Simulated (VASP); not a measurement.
**VASP 6.6.1 run: MgO**

INCAR

```
PREC = High
MAGMOM = 3 3 -3 -3
SIGMA = 0.1
NSW = 0
LASPH = .TRUE.
NELM = 120
LCHARG = .FALSE.
EDIFF = 1E-7
LWAVE = .FALSE.
GGA = PE
ENCUT = 520
LREAL = .FALSE.
IBRION = -1
NBANDS = 16
ISIF = 2
ISMEAR = 0
ISPIN = 2
```

KPOINTS

```
KPOINTS created by Atomic Simulation Environment
0
Gamma
12 12 6
0 0 0
```

POSCAR

```
Mg O
 1.0000000000000000
     3.2882172281021651   -0.0000000000288675    0.0000000000000000
    -1.6441086140260825    2.8476796527125590    0.0000000000000000
     0.0000000000000000    0.0000000000000000    4.9336789492999999
 Mg  O
   2   2
Cartesian
  0.0000000000166667  1.8984531017987498 -0.0652341425312186
  1.6441086140594159  0.9492265508849412  2.4016053321187814
  0.0000000000166667  1.8984531017987498  1.9153637485187187
  1.6441086140594159  0.9492265508849412  4.3822032231687187
```

The recommended PBE PAW datasets give the neutral cell 16 valence electrons.

Command

```
mpirun -np 1 vasp_std
```

**Question.** Predict the outcome of this run.

**Answer.** It converged. Results: pressure 5.8 GPa; largest force 0.02 eV/Å; magnetic moment of the cell 0.00 μB.

OSZICAR

```
N       E                     dE             d eps       ncg     rms          rms(c)
DAV:   1     0.713294162625E+02    0.71329E+02   -0.76705E+03  4864   0.889E+02
DAV:   2    -0.155701407651E+02   -0.86900E+02   -0.80295E+02  6616   0.200E+02
DAV:   3    -0.195194790164E+02   -0.39493E+01   -0.39393E+01  5536   0.441E+01
DAV:   4    -0.195383384213E+02   -0.18859E-01   -0.18859E-01  5984   0.354E+00
DAV:   5    -0.195384469637E+02   -0.10854E-03   -0.10854E-03  5648   0.254E-01    0.225E+01
DAV:   6    -0.233848228698E+02   -0.38464E+01   -0.14514E+01  4872   0.255E+01    0.384E+00
DAV:   7    -0.234872131368E+02   -0.10239E+00   -0.71110E-01  5048   0.528E+00    0.233E+00
DAV:   8    -0.234630903216E+02    0.24123E-01   -0.71604E-02  4968   0.250E+00    0.116E+00
DAV:   9    -0.234896683733E+02   -0.26578E-01   -0.17130E-02  5176   0.120E+00    0.265E-01
DAV:  10    -0.234907468767E+02   -0.10785E-02   -0.23265E-03  5096   0.317E-01    0.122E-01
DAV:  11    -0.234912447179E+02   -0.49784E-03   -0.53197E-04  5216   0.154E-01    0.511E-02
DAV:  12    -0.234913952881E+02   -0.15057E-03   -0.12418E-04  5016   0.955E-02    0.178E-02
DAV:  13    -0.234914181513E+02   -0.22863E-04   -0.15582E-05  5064   0.338E-02    0.450E-03
DAV:  14    -0.234914191467E+02   -0.99539E-06   -0.18463E-06  5752   0.100E-02    0.283E-03
DAV:  15    -0.234914195460E+02   -0.39927E-06   -0.66860E-07  4928   0.598E-03    0.163E-03
DAV:  16    -0.234914195125E+02    0.33519E-07   -0.10232E-07  3640   0.265E-03
   1 F= -.23491420E+02 E0= -.23491420E+02  d E =-.173242E-11  mag=     0.0000
```

Standard output (part)

```
POSCAR found type information on POSCAR MgO
 POSCAR found :  2 types and       4 ions
 LDA part: xc-table for (Slater+PW92), standard interpolation
 POSCAR, INCAR and KPOINTS ok, starting setup
 WAVECAR not read
 entering main loop
```

For comparison, a separate PBE run of the intended cell, on usual settings and not on those above, gives a gap of 3.57 eV on its mesh and a pressure of 5.8 GPa.
